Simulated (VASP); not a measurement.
# N2 in VASP: a series of runs

One molecule, N2, is run at these levels: PBE; tasks: single point, relaxation of the atoms.

All numbers are computed with VASP 6.6.1; they aren't measurements. Logs are shortened: lines on timing, memory, paths and dates and some standing lists are left out, and cuts for length are marked.

## (1) The molecule as given

The cell holds a molecule in a box, 2 atoms: a = 9.000 Å, b = 9.500 Å, c = 10.000 Å, α = 90.00°, β = 90.00°, γ = 90.00°.

## (2) Single point, PBE

INCAR

```
ALGO = Normal ; EDIFF = 1E-6
ENCUT = 520 ; GGA = PE
ISIF = 2 ; ISMEAR = 0
LASPH = T ; LCHARG = F
LREAL = F ; LWAVE = F
NBANDS = 12 ; NELM = 100
PREC = Accurate ; SIGMA = 0.05
```

KPOINTS

```
k-points
0
Gamma
  1 1 1
```

POSCAR

```
N
1.0
    9.0000000000      0.0000000000      0.0000000000
    0.0000000000      9.5000000000      0.0000000000
    0.0000000000      0.0000000000     10.0000000000
N
2
Direct
    0.5000000000      0.5000000000      0.4448895007
    0.5000000000      0.5000000000      0.5551104993
```

Potentials or basis: VASP PAW PBE potentials, release 64 (N).

Launch:

```bash
> cat potpaw_PBE.64/N/POTCAR > POTCAR
> mpirun -np 1 vasp_gam > vasp.out
```

OUTCAR:

```text
EDIFF = 1E-6
   ENCUT = 520
   GGA = PE
   ISIF = 2
   ISMEAR = 0
   LASPH = T
   LREAL = F
   NELM = 100
   PREC = Accurate

 ion  position               nearest neighbor table
   1  0.500  0.500  0.445-   2 1.10
   2  0.500  0.500  0.555-   1 1.10

  LATTYP: Found a simple orthorhombic cell.
 ALAT       =     9.0000000000
 B/A-ratio  =     1.0555555556
 C/A-ratio  =     1.1111111111

  Lattice vectors:

 A1 = (   9.0000000000,   0.0000000000,   0.0000000000)
 A2 = (   0.0000000000,   9.5000000000,   0.0000000000)
 A3 = (   0.0000000000,   0.0000000000,  10.0000000000)

Analysis of symmetry for initial positions (statically):
=====================================================================
 Subroutine PRICEL returns:
 Original cell was already a primitive cell.

 Routine SETGRP: Setting up the symmetry group for a
 simple orthorhombic supercell.

 Subroutine GETGRP returns: Found  8 space group operations
 (whereof  8 operations were pure point group operations)
 out of a pool of  8 trial point group operations.

The static configuration has the point symmetry D_2h.

Analysis of symmetry for dynamics (positions and initial velocities):
=====================================================================
 Subroutine PRICEL returns:
 Original cell was already a primitive cell.

 Routine SETGRP: Setting up the symmetry group for a
 simple orthorhombic supercell.

 Subroutine GETGRP returns: Found  8 space group operations
 (whereof  8 operations were pure point group operations)
 out of a pool of  8 trial point group operations.

The dynamic configuration has the point symmetry D_2h.

 Subroutine INISYM returns: Found  8 space group operations
 (whereof  8 operations are pure point group operations),
 and found     1 'primitive' translations

----------------------------------------------------------------------------------------

                                     Primitive cell

  volume of cell :     855.0000

  direct lattice vectors                    reciprocal lattice vectors
     9.000000000  0.000000000  0.000000000     0.111111111  0.000000000  0.000000000
     0.000000000  9.500000000  0.000000000     0.000000000  0.105263158  0.000000000
     0.000000000  0.000000000 10.000000000     0.000000000  0.000000000  0.100000000

  length of vectors
     9.000000000  9.500000000 10.000000000     0.111111111  0.105263158  0.100000000

  position of ions in fractional coordinates (direct lattice)
     0.500000000  0.500000000  0.444889501
     0.500000000  0.500000000  0.555110499

  ion indices of the primitive-cell ions
   primitive index   ion index
                 1           1
                 2           2

----------------------------------------------------------------------------------------

 KPOINTS: k-points

Automatic generation of k-mesh.
 Grid dimensions read from file:
 generate k-points for:    1    1    1

 Generating k-lattice:

  Cartesian coordinates                     Fractional coordinates (reciprocal lattice)
     0.111111111  0.000000000  0.000000000     1.000000000  0.000000000  0.000000000
     0.000000000  0.105263158  0.000000000     0.000000000  1.000000000  0.000000000
     0.000000000  0.000000000  0.100000000     0.000000000  0.000000000  1.000000000

  Length of vectors
     0.111111111  0.105263158  0.100000000

  Shift w.r.t. Gamma in fractional coordinates (k-lattice)
     0.000000000  0.000000000  0.000000000

 Subroutine IBZKPT returns following result:
 ===========================================

 Found      1 irreducible k-points:

 Following reciprocal coordinates:
            Coordinates               Weight
  0.000000  0.000000  0.000000      1.000000
   k-points           NKPTS =      1   k-points in BZ     NKDIM =      1   number of bands    NBANDS=     12
   number of dos      NEDOS =    301   number of ions     NIONS =      2
   total plane-waves  NPLWV = 403200
   dimension x,y,z NGX =    70 NGY =   72 NGZ =   80
   dimension x,y,z NGXF=   140 NGYF=  144 NGZF=  160
   ions per type =               2
   NGX,Y,Z   is equivalent  to a cutoff of  12.93, 12.60, 13.30 a.u.
   NGXF,Y,Z  is equivalent  to a cutoff of  25.86, 25.20, 26.60 a.u.
 SYSTEM =  unknown system
   PREC   = accura    normal or accurate (medium, high low for compatibility)
   ISTART =      0    job   : 0-new  1-cont  2-samecut
   ICHARG =      2    charge: 1-file 2-atom 10-const
   ISPIN  =      1    spin polarized calculation?
   LNONCOLLINEAR =      F non collinear calculations
   LSORBIT =      F    spin-orbit coupling
   LASPH  =      T    aspherical Exc in radial PAW
   ENCUT  =  520.0 eV  38.22 Ry    6.18 a.u.  16.73 17.66 18.59*2*pi/ulx,y,z
   NELM   =    100;   NELMIN=  2; NELMDL= -5     # of ELM steps
   EDIFF  = 0.1E-05   stopping-criterion for ELM
   LREAL  =      F    real-space projection
   EDIFFG = 0.1E-04   stopping-criterion for IOM
   NSW    =      0    number of steps for IOM
   IBRION =     -1    ionic relax: 0-MD 1-quasi-New 2-CG
   NFREE  =      0    steps in history (QN), initial steepest desc. (CG)
   ISIF   =      2    stress and relaxation
   ISYM   =      2    0-nonsym 1-usesym 2-fastsym
   POTIM  = 0.5000    time-step for ionic-motion
   TEBEG  =    0.0;   TEEND  =   0.0 temperature during run
   PSTRESS=    0.0 pullay stress
   NELECT =      10.0000    total number of electrons
   NUPDOWN=      -1.0000    fix difference up-down
   EMIN   =  10.00;   EMAX   =-10.00  energy-range for DOS
   EFERMI =   0.00;   METHOD = LEGACY
   ISMEAR =     0;   SIGMA  =   0.05  broadening in eV -4-tet -1-fermi 0-gaus
   EFERMI_NEDOS =   21; number of points for ismear=-14 and -15
   IALGO  =     38    algorithm
   IMIX   =      4    mixing-type and parameters
     AMIX     =   0.40;   BMIX     =  1.00
     AMIX_MAG =   1.60;   BMIX_MAG =  1.00
  volume/ion in A,a.u.               =     427.50      2884.91
  Fermi-wavevector in a.u.,A,eV,Ry     =   0.371609  0.702239  1.878872  0.138093
  Thomas-Fermi vector in A             =   1.299861
   LORBIT       =      0    0 simple, 1 ext, 2 COOP (PROOUT), +10 PAW based schemes
   GGA     = PE    functional components
   LHFCALC =     F    Hartree Fock is set to
   AEXX    =    0.0000 exact exchange contribution
   IVDW    =     0    specifies the selected vdW correction
   LEPSILON=     F    determine dielectric tensor
   LRPA    =     F    only Hartree local field effects (RPA)
 non-spin polarized calculation
 Gauss-broadening in eV      SIGMA  =   0.05
  energy-cutoff  :      520.00
  volume of cell :      855.00
 maximum number of plane-waves:     11510
 NGX is ok and might be reduce to    70
   NGX = 33   NGY = 35   NGZ = 37

 number of electron      10.0000000 magnetization

 Free energy of the ion-electron system (eV)
  ---------------------------------------------------
  ext. energy  EPLUGINS =         0.00000000
  ---------------------------------------------------
  free energy    TOTEN  =       -16.64245733 eV

  energy without entropy =      -16.64245733  energy(sigma->0) =      -16.64245733

 E-fermi :  -9.7201     XC(G=0):  -0.6933

 val. band max:      -10.0416250520   @ k =   0.0000   0.0000   0.0000
 cond. band min:      -1.8427073278   @ k =   0.0000   0.0000   0.0000
 fundamental gap:      8.1989177243
 Fermi energy:        -9.7201189320

 k-point     1 :       0.0000    0.0000    0.0000
  band No.  band energies     occupation
      1     -28.1955      2.00000
      2     -13.3085      2.00000
      3     -11.4635      2.00000
      4     -11.4634      2.00000
      5     -10.0416      2.00000
      6      -1.8427      0.00000
      7      -1.8422      0.00000
      8      -0.2013      0.00000
      9       1.1854      0.00000
     10       1.2588      0.00000
     11       1.2843      0.00000
     12       1.5336      0.00000

------------------------ aborting loop because EDIFF is reached ----------------------------------------

  FORCE on cell =-STRESS in cart. coord.  units (eV):
  Direction    XX          YY          ZZ          XY          YZ          ZX
  --------------------------------------------------------------------------------------
  -------------------------------------------------------------------------------------
  Total       -0.0568214     -0.0550922      1.8198368      0.0000000      0.0000000      0.0000000
  in kB       -0.1064772     -0.1032368      3.4101769      0.0000000      0.0000000      0.0000000
  external PRESSURE =       1.0668210 kB  Pullay stress =       0.0000000 kB

 VOLUME and BASIS-vectors are now :
 -----------------------------------------------------------------------------
  energy-cutoff  :      520.00
  volume of cell :      855.00
      direct lattice vectors                 reciprocal lattice vectors
     9.000000000  0.000000000  0.000000000     0.111111111  0.000000000  0.000000000
     0.000000000  9.500000000  0.000000000     0.000000000  0.105263158  0.000000000
     0.000000000  0.000000000 10.000000000     0.000000000  0.000000000  0.100000000

 POSITION                                       TOTAL-FORCE (eV/Angst)
 -----------------------------------------------------------------------------------
      4.50000      4.75000      4.44890         0.000000      0.000000     -1.730664
      4.50000      4.75000      5.55110         0.000000     -0.000000      1.730664
 -----------------------------------------------------------------------------------
    total drift:                                0.000000      0.000000      0.000000

  FREE ENERGIE OF THE ION-ELECTRON SYSTEM (eV)
  ---------------------------------------------------
  free  energy   TOTEN  =       -16.6424573259 eV

  energy  without entropy=      -16.6424573259  energy(sigma->0) =      -16.64245733
```

Run time: 42 s. Hardware: 1 thread of Intel Xeon Platinum 8259CL at 2.50GHz (Skylake/Cascade Lake), shared host; peak memory 0.73 GiB.

Results:

```
Free energy                     : -16.6425 eV
Largest force                   : 1.731 eV/Å
Gap between the frontier levels : 8.20 eV
```

Forces in eV/Å, atoms in the order of the input:
```
N    0.000  0.000 -1.731
N    0.000  0.000  1.731
```

Caveat: the standard files for N, O and F lose accuracy on very short bonds.

[end of part 1 of 2]
